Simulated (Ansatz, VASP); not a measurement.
# Sn5H4 (Sn wire along [100], 25 atoms a period, H-terminated) in two plane-wave programs

Aim: how closely do two programs agree when they are given the same cell, functional and k mesh? The structure shown is the start of the Ansatz relaxation below; VASP solves that cell, so the two are compared at the walk's first step.

Method: plane waves, with VASP 6.6.1 beside it; single point at PBE, in Ansatz 0.2.0.

## Step 1: Starting point

The cell holds 45 atoms: 25 Sn and 20 H. Cell: a = 22.121 Å, b = 22.121 Å, c = 6.650 Å, α = 90.0°, β = 90.0°, γ = 90.0°. Vacuum lies along a and b. The structure's axis is c.

## Step 2: Ansatz: relaxation, PBE

Ansatz runs on its PAW soft_1 files.

The two programs are compared at the cell with which this relaxation starts, whose forces are those of its first step.

File input.yaml:

```yaml
crystal:
  lattice:
    - [22.121, 0.0, 0.0]
    - [0.0, 22.121, 0.0]
    - [0.0, 0.0, 6.65]
  atoms:
    - { symbol: Sn, position: [0.349684145, 0.499993805, 0.0] }
    - { symbol: Sn, position: [0.499993805, 0.349684145, 0.0] }
    - { symbol: Sn, position: [0.499993805, 0.650303466, 0.0] }
    - { symbol: Sn, position: [0.650303466, 0.499993805, 0.0] }
    - { symbol: H, position: [0.228854934, 0.379164595, 0.098065719] }
    - { symbol: H, position: [0.379164595, 0.228854934, 0.098065719] }
    - { symbol: H, position: [0.620823016, 0.771132677, 0.098065719] }
    - { symbol: H, position: [0.771132677, 0.620823016, 0.098065719] }
    - { symbol: Sn, position: [0.274529315, 0.424838975, 0.25] }
    - { symbol: Sn, position: [0.424838975, 0.274529315, 0.25] }
    - { symbol: Sn, position: [0.424838975, 0.575148636, 0.25] }
    - { symbol: Sn, position: [0.575148636, 0.424838975, 0.25] }
    - { symbol: Sn, position: [0.575148636, 0.725458296, 0.25] }
    - { symbol: Sn, position: [0.725458296, 0.575148636, 0.25] }
    - { symbol: H, position: [0.153700104, 0.545668186, 0.348065719] }
    - { symbol: H, position: [0.304009764, 0.695977846, 0.348065719] }
    - { symbol: H, position: [0.454319425, 0.846287507, 0.348065719] }
    - { symbol: H, position: [0.545668186, 0.153700104, 0.348065719] }
    - { symbol: H, position: [0.695977846, 0.304009764, 0.348065719] }
    - { symbol: H, position: [0.846287507, 0.454319425, 0.348065719] }
    - { symbol: Sn, position: [0.199374484, 0.499993805, 0.5] }
    - { symbol: Sn, position: [0.349684145, 0.349684145, 0.5] }
    - { symbol: Sn, position: [0.349684145, 0.650303466, 0.5] }
    - { symbol: Sn, position: [0.499993805, 0.199374484, 0.5] }
    - { symbol: Sn, position: [0.499993805, 0.499993805, 0.5] }
    - { symbol: Sn, position: [0.499993805, 0.800613126, 0.5] }
    - { symbol: Sn, position: [0.650303466, 0.349684145, 0.5] }
    - { symbol: Sn, position: [0.650303466, 0.650303466, 0.5] }
    - { symbol: Sn, position: [0.800613126, 0.499993805, 0.5] }
    - { symbol: H, position: [0.153700104, 0.454319425, 0.651934281] }
    - { symbol: H, position: [0.304009764, 0.304009764, 0.651934281] }
    - { symbol: H, position: [0.454319425, 0.153700104, 0.651934281] }
    - { symbol: H, position: [0.545668186, 0.846287507, 0.651934281] }
    - { symbol: H, position: [0.695977846, 0.695977846, 0.651934281] }
    - { symbol: H, position: [0.846287507, 0.545668186, 0.651934281] }
    - { symbol: Sn, position: [0.274529315, 0.575148636, 0.75] }
    - { symbol: Sn, position: [0.424838975, 0.424838975, 0.75] }
    - { symbol: Sn, position: [0.424838975, 0.725458296, 0.75] }
    - { symbol: Sn, position: [0.575148636, 0.274529315, 0.75] }
    - { symbol: Sn, position: [0.575148636, 0.575148636, 0.75] }
    - { symbol: Sn, position: [0.725458296, 0.424838975, 0.75] }
    - { symbol: H, position: [0.228854934, 0.620823016, 0.901934281] }
    - { symbol: H, position: [0.379164595, 0.771132677, 0.901934281] }
    - { symbol: H, position: [0.620823016, 0.228854934, 0.901934281] }
    - { symbol: H, position: [0.771132677, 0.379164595, 0.901934281] }
kpoints:
  mp_grid: { grid: [1, 1, 13] }
scf:
  occupations: { method: fermi_dirac, width: 0.05 }
hamiltonian:
  xc: pbe
  pseudopotentials: { kind: paw, azcp: { folder: soft_1 } }
relax:
  cell: { fix: [a, b, alpha, beta, gamma] }
  max_steps: 45
  f_tol: 0.03
```

On the command line:

```console
$ ansatz run input.yaml --threads 4 --pin off --max-ram 16384MiB --backend cpu --events-out ev --progress --plain --runs-dir out
```

Numbers of over 12 decimals in the logs are rounded to 6 here.

Log:

```text
Engine: ansatz 0.2.0, x86_64-unknown-linux-gnu
Pseudopotentials: kind: paw
Pseudopotential: Sn, paw, valence charge 14, recommended cutoff 420 eV (normal), soft_1/Sn.paw.azcp
Pseudopotential: H, paw, valence charge 1, recommended cutoff 420 eV (normal), soft_1/H.paw.azcp
Functional definition: PBE
  parameter kappa = 0.804
  parameter beta = 0.066725
  exchange = pbe_x(kappa = kappa, mu = beta*pi^2/3)
  correlation = pbe_c(beta = beta)
Crystal: 45 atoms, lattice volume = 3254.102 Å³
Basis set: ecut = 420 eV, 63583 PW (Γ), exchange–correlation on 300×300×90 points (8 copies of the dense FFT grid, shifted against one another)
Bands: 230, of which v1, the nominal top of the filled ones, is band 185 counted from 1 (184 counted from 0)
Symmetry: 8 space group operations
Space group: P-42m (ITA 111), of the structure as read, at distance tolerance 1.5e-4 Å
k-points: 7 of 13
Non-local potential: Sn, projectors of the file, l = 0: 2, l = 1: 2, l = 2: 2, l = 3: 1
Non-local potential: H, projectors of the file, l = 0: 2, l = 1: 1
PAW form: soft (Blöchl's): semilocal exchange-correlation on the pseudo side does not see the compensation charge
PAW one-centre angular grid: Sn, 590 points (default); XC on 64 Gauss nodes
PAW one-centre angular grid: H, 110 points (default); XC on 64 Gauss nodes
Initial density: superposition of atomic densities (neutral atoms: chi_scale 0, normalization atom)
Initial wavefunctions: pseudopotential atomic-orbital guess
Functional: x = pbe(κ = 0.804, μ = 0.219515), c = pbe(β = 0.066725)
SCF iter   1: F=—  HF=-150921.481795 eV  |F-HF|=—  |Δ(HF+E_count)|=         —  Δρ=2.46e-2  dr2=2.08e1  ethr=3.10e-3  ⟨swp⟩=6.9  Hψ=7221  notcnv=0  defer=69
preconditioner: auto → Resta (q_TF=auto, 1.899 Å⁻¹)  ε∞=1.9  [insulator: Δε(μ)=1.237 eV  Ē_g=7.703 eV  σ=0.050 eV  W_gap=1.00  n_scr=340 (ndim 8)  ℏωp=7.1 eV  f_vac=0.597  D(μ)=0.00/eV (n_scr^D=0)  ε∞_Penn≈1.9  vacuum switching on, ρ_ref=4.3e-3 e/Å³]
SCF iter   2: F=—  HF=-150916.733554 eV  |F-HF|=—  |Δ(HF+E_count)|=    4.75e0  Δρ=9.23e-3  dr2=4.82e0  ethr=3.10e-3  ⟨swp⟩=3.3  Hψ=2317  notcnv=0  defer=242
SCF iter   3: F=—  HF=-150916.238474 eV  |F-HF|=—  |Δ(HF+E_count)|=   4.95e-1  Δρ=4.40e-3  dr2=3.38e0  ethr=1.30e-3  ⟨swp⟩=3.6  Hψ=2220  notcnv=0  defer=242
SCF iter   4: F=—  HF=-150915.773870 eV  |F-HF|=—  |Δ(HF+E_count)|=   4.65e-1  Δρ=1.35e-3  dr2=1.97e-1  ethr=9.14e-4  ⟨swp⟩=3.9  Hψ=2367  notcnv=0  defer=239
SCF iter   5: F=—  HF=-150915.768046 eV  |F-HF|=—  |Δ(HF+E_count)|=   5.82e-3  Δρ=5.13e-4  dr2=9.13e-3  ethr=5.31e-5  ⟨swp⟩=2.0  Hψ=1880  notcnv=0  defer=241
SCF iter   6: F=—  HF=-150915.774064 eV  |F-HF|=—  |Δ(HF+E_count)|=   6.02e-3  Δρ=1.64e-4  dr2=1.07e-3  ethr=2.47e-6  ⟨swp⟩=2.0  Hψ=1789  notcnv=0  defer=241
SCF iter   7: F=—  HF=-150915.775086 eV  |F-HF|=—  |Δ(HF+E_count)|=   1.02e-3  Δρ=4.36e-5  dr2=1.74e-4  ethr=2.90e-7  ⟨swp⟩=2.0  Hψ=1789  notcnv=0  defer=241
SCF iter   8: F=—  HF=-150915.775136 eV  |F-HF|=—  |Δ(HF+E_count)|=   5.00e-5  Δρ=1.30e-5  dr2=6.55e-6  ethr=4.71e-8  ⟨swp⟩=2.0  Hψ=1789  notcnv=0  defer=241
SCF iter   9: F=—  HF=-150915.774989 eV  |F-HF|=—  |Δ(HF+E_count)|=   1.47e-4  Δρ=3.68e-6  dr2=5.78e-7  ethr=1.77e-9  ⟨swp⟩=2.6  Hψ=2607  notcnv=0  defer=241
SCF iter  10: F=-150915.774990 eV  HF=-150915.774990 eV  |F-HF|=9.58e-9  |Δ(HF+E_count)|=   1.35e-6  Δρ=1.05e-6  dr2=7.22e-8  ethr=2.70e-11  ⟨swp⟩=5.4  Hψ=5945  notcnv=0
SCF 1 converged in 10 iterations: F = -150915.774990 eV  dr2 = 7.22e-8
  greatest PAW one-centre occupation: 0.991 electrons in one spin orbital (limit 2), on the Sn atom at site 28 (counted from 0), in its partial waves of l = 2
relax step   1: F+E_penalty+E_count = -150915.77498996 eV  Δ(F+E_penalty+E_count) = +0.000e0 eV  max|allowed force component| = 1.804e-1 eV/Å  Δτ_max = 0.0000 Å  P = -0.345 GPa  Ω = 3254.102 Å³  fix = [a, b, alpha, beta, gamma]  reactions: a -0.343, b -0.343 GPa  (10 SCF iters, dr2 threshold 1.00e-7 eV, accepted)
Crystal: 45 atoms, lattice volume = 3215.406 Å³
Basis set: ecut = 420 eV, 62773 PW (Γ), exchange–correlation on 300×300×90 points (8 copies of the dense FFT grid, shifted against one another)
Initial density: handed on by an earlier stage of this run
Initial wavefunctions: those handed on with the density
iter 1 solved again at ethr=2.90e-4 eV; its pass at ethr=3.10e-3 eV (dr2=1.07e0 eV) is discarded
SCF iter   1: F=—  HF=-150915.071395 eV  |F-HF|=—  |Δ(HF+E_count)|=         —  Δρ=6.78e-3  dr2=1.07e0  ethr=2.90e-4  ⟨swp⟩=6.6  Hψ=8640  notcnv=0
preconditioner: auto → Resta (q_TF=auto, 1.903 Å⁻¹)  ε∞=1.4  [insulator: Δε(μ)=1.876 eV  Ē_g=19.054 eV  σ=0.050 eV  W_gap=1.00  n_scr=338 (ndim 8)  ℏωp=12.6 eV  f_vac=0.650  D(μ)=0.00/eV (n_scr^D=0)  ε∞_Penn≈1.4  vacuum switching on, ρ_ref=2.6e-2 e/Å³]
SCF iter   2: F=—  HF=-150914.950505 eV  |F-HF|=—  |Δ(HF+E_count)|=   1.21e-1  Δρ=3.17e-3  dr2=3.14e-1  ethr=2.89e-4  ⟨swp⟩=5.0  Hψ=3111  notcnv=0  defer=55
[...]
SCF iter   6: F=-150915.919991 eV  HF=-150915.919991 eV  |F-HF|=2.04e-10  |Δ(HF+E_count)|=   1.69e-9  Δρ=5.74e-8  dr2=1.32e-10  ethr=1.00e-12  ⟨swp⟩=4.0  Hψ=5215  notcnv=0
SCF 5 converged in 6 iterations: F = -150915.919991 eV  dr2 = 1.32e-10
[...]
SCF converged after 6 iterations
Free energy (F): -150915.919991 eV
Harris-Foulkes:  -150915.919991 eV  (|F-HF|=2.04e-10)
Internal energy: -150915.919991 eV  (E = F + TS)
E sigma→0 (E₀):  -150915.919991 eV
Entropy (-TS):   -0.000000 eV (-0.000 meV/atom)
Fermi energy:    -1.101238 eV
--- Per-component energies (eV) ---
  E_band       = -6292.836359
  E_kinetic    = 4444.857649
  E_local      = -196959.193629  (includes V_loc(G=0)·N_el)
  E_nonlocal   = 3633.117839
  E_hartree    = 96463.850654
  E_xc         = -3295.873061
  E_vxc        = -2198.937381  (∫ρ·V_xc dr)
  E_paw        = -109269.409663  (= ΣΔE_a)
  E_vpaw       = -8140.372375  (= ΣTr[D̂ρ^β])
  E_aug_tail   = -0.010433  (compensation charges beyond the density's cutoff)
  E_ewald      = 54066.740653
  E_smearing   = -0.000000  (= −TS)
  E_closure    = -0.000000  (closes the sum)
  Σ components = -150915.919991   (vs F -150915.919991, Δ=0.00e0)
--- Forces (eV/Å), atoms counted from 1 ---
  atom   1  Sn    -0.00112124     0.00000000    -0.00000000
  atom   2  Sn     0.00000000    -0.00112124     0.00000000
  atom   3  Sn    -0.00000000     0.00112124     0.00000000
  atom   4  Sn     0.00112124    -0.00000000     0.00000000
  atom   5  H     -0.00167931    -0.00084940     0.00175315
  atom   6  H     -0.00084940    -0.00167931     0.00175315
  atom   7  H      0.00084940     0.00167931     0.00175315
  atom   8  H      0.00167931     0.00084940     0.00175315
  atom   9  Sn     0.01783384     0.01211393    -0.02358632
  atom  10  Sn     0.01211393     0.01783384    -0.02358632
  atom  11  Sn    -0.00187330     0.00187330    -0.00102711
  atom  12  Sn     0.00187330    -0.00187330    -0.00102711
  atom  13  Sn    -0.01211393    -0.01783384    -0.02358632
  atom  14  Sn    -0.01783384    -0.01211393    -0.02358632
  atom  15  H     -0.00429329     0.00831718    -0.00427167
  atom  16  H     -0.00135282     0.00135282     0.00343492
  atom  17  H     -0.00831718     0.00429329    -0.00427167
  atom  18  H      0.00831718    -0.00429329    -0.00427167
  atom  19  H      0.00135282    -0.00135282     0.00343492
  atom  20  H      0.00429329    -0.00831718    -0.00427167
  atom  21  Sn    -0.00940342     0.00000000    -0.00000000
  atom  22  Sn     0.01528382     0.01528382     0.02639248
  atom  23  Sn     0.01528382    -0.01528382    -0.02639248
  atom  24  Sn     0.00000000    -0.00940342     0.00000000
[...]
atom  38  Sn     0.01211393    -0.01783384     0.02358632
  atom  39  Sn    -0.01211393     0.01783384     0.02358632
  atom  40  Sn     0.00187330     0.00187330     0.00102711
  atom  41  Sn    -0.01783384     0.01211393     0.02358632
  atom  42  H     -0.00167931     0.00084940    -0.00175315
  atom  43  H     -0.00084940     0.00167931    -0.00175315
  atom  44  H      0.00084940    -0.00167931    -0.00175315
  atom  45  H      0.00167931    -0.00084940    -0.00175315
  max |Σ_I F_I| component: 2.39e-18 eV/Å
--- Stress (GPa, compression-positive) ---
       -0.012687       0.000000      -0.000000
        0.000000      -0.012687       0.000000
       -0.000000       0.000000      -0.020277
  P = ⅓ Tr σ = -0.0152 GPa (-0.152 kbar)
--- Relaxed structure (4 steps of the walk, 3 accepted, 1 SCFs on fresh bases) ---
  F+E_penalty+E_count = -150915.91999135 eV   max|allowed force component| = 2.639e-2 eV/Å   (the final SCF, on the basis selected at the relaxed cell)
  cell:  # Å, volume = 3241.2696 Å³
    - [22.121, 0, 0]
    - [0, 22.121, 0]
    - [0, 0, 6.623776]
  atoms:
    - { symbol: Sn, position: [0.350176, 0.500000, -1.3401159404338983e-19] }
    - { symbol: Sn, position: [0.500000, 0.350176, 0] }
    - { symbol: Sn, position: [0.500000, 0.649824, 0] }
    - { symbol: Sn, position: [0.649824, 0.500000, 0] }
    - { symbol: H, position: [0.231022, 0.380944, 0.101092] }
    - { symbol: H, position: [0.380944, 0.231022, 0.101092] }
    - { symbol: H, position: [0.619056, 0.768978, 0.101092] }
    - { symbol: H, position: [0.768978, 0.619056, 0.101092] }
    - { symbol: Sn, position: [0.276208, 0.426373, 0.253817] }
    - { symbol: Sn, position: [0.426373, 0.276208, 0.253817] }
    - { symbol: Sn, position: [0.425106, 0.574894, 0.249645] }
    - { symbol: Sn, position: [0.574894, 0.425106, 0.249645] }
    - { symbol: Sn, position: [0.573627, 0.723792, 0.253817] }
    - { symbol: Sn, position: [0.723792, 0.573627, 0.253817] }
    - { symbol: H, position: [0.155272, 0.544316, 0.351071] }
    - { symbol: H, position: [0.306128, 0.693872, 0.352004] }
    - { symbol: H, position: [0.455684, 0.844728, 0.351071] }
    - { symbol: H, position: [0.544316, 0.155272, 0.351071] }
    - { symbol: H, position: [0.693872, 0.306128, 0.352004] }
    - { symbol: H, position: [0.844728, 0.455684, 0.351071] }
    - { symbol: Sn, position: [0.201937, 0.500000, 0.500000] }
    - { symbol: Sn, position: [0.351445, 0.351445, 0.494930] }
    - { symbol: Sn, position: [0.351445, 0.648555, 0.505070] }
    - { symbol: Sn, position: [0.500000, 0.201937, 0.500000] }
    - { symbol: Sn, position: [0.500000, 0.500000, 0.500000] }
    - { symbol: Sn, position: [0.500000, 0.798063, 0.500000] }
    - { symbol: Sn, position: [0.648555, 0.351445, 0.505070] }
    - { symbol: Sn, position: [0.648555, 0.648555, 0.494930] }
    - { symbol: Sn, position: [0.798063, 0.500000, 0.500000] }
    - { symbol: H, position: [0.155272, 0.455684, 0.648929] }
    - { symbol: H, position: [0.306128, 0.306128, 0.647996] }
    - { symbol: H, position: [0.455684, 0.155272, 0.648929] }
    - { symbol: H, position: [0.544316, 0.844728, 0.648929] }
    - { symbol: H, position: [0.693872, 0.693872, 0.647996] }
    - { symbol: H, position: [0.844728, 0.544316, 0.648929] }
    - { symbol: Sn, position: [0.276208, 0.573627, 0.746183] }
    - { symbol: Sn, position: [0.425106, 0.425106, 0.750355] }
    - { symbol: Sn, position: [0.426373, 0.723792, 0.746183] }
    - { symbol: Sn, position: [0.573627, 0.276208, 0.746183] }
    - { symbol: Sn, position: [0.574894, 0.574894, 0.750355] }
    - { symbol: Sn, position: [0.723792, 0.426373, 0.746183] }
    - { symbol: H, position: [0.231022, 0.619056, 0.898908] }
    - { symbol: H, position: [0.380944, 0.768978, 0.898908] }
    - { symbol: H, position: [0.619056, 0.231022, 0.898908] }
    - { symbol: H, position: [0.768978, 0.380944, 0.898908] }
```

[end of part 1 of 2]

[Lines on the potential files, build, host, timing and source positions are cut from VASP's logs without a mark.]

[Logs are printed without paths, hosts, clocks, repeated set-up lines and the standing remarks that a program may print on its own settings, such as how far it seeks lower states.]

[Hosts, paths, dates, database ids (printed as entryN), source tags and the programs' standing remarks are cut or masked in the printed files.]
